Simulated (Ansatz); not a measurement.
PbS (Galena):

```xyz
2
Lattice="0.0000 2.9657 2.9657 2.9657 0.0000 2.9657 2.9657 2.9657 0.0000" Properties=species:S:1:pos:R:3 pbc="T T T"
Pb    0.0000    0.0000    0.0000
S     2.9657    2.9657    2.9657
```

- Program: Ansatz 0.2.0
- Task: relaxation of cell and atoms
- Functional: B3LYP
- Potentials or basis: Ansatz PAW
- Cutoff: 420 eV (not typed: the program's choice for these potentials)
- k mesh: 4 × 4 × 4
- Occupations: fermi-dirac, width 0.05 eV
- Spin: no spin polarisation

At the start: volume 26.09 Å³/atom.

**Question.** How do energy, volume and symmetry change on relaxing?

**Answer.** It ends after 5 steps and the volume is 28.11 Å³/atom (+7.8 %); space group Fm-3m (No. 225, to 0.05 Å).

The path:
```tsv
step	energy change (eV)	largest force (eV/Å)	volume (Å³)
1	0.0000	0.0000	52.17
2	-0.0340	0.0000	58.96
3	-0.0534	0.0000	56.57
4	-0.0537	0.0000	56.22
5	-0.0541	0.0000	56.22
```

Final structure:
```
CELL_PARAMETERS angstrom
0.00000 3.04051 3.04051
3.04051 0.00000 3.04051
3.04051 3.04051 0.00000
ATOMIC_POSITIONS crystal
Pb 0.00000 0.00000 0.00000
S 0.50000 0.50000 0.50000
```

Caveat: the k mesh is coarse (spacing up to 0.46 Å⁻¹), so the values aren't converged, least of all with exact exchange; the plane-wave basis is chosen anew once the cell has moved, so the energies of steps on either side of that aren't comparable; the PAW data sets come from PBE, with cores solved anew for the run's functional, which leaves a small shift of forces and pressure.
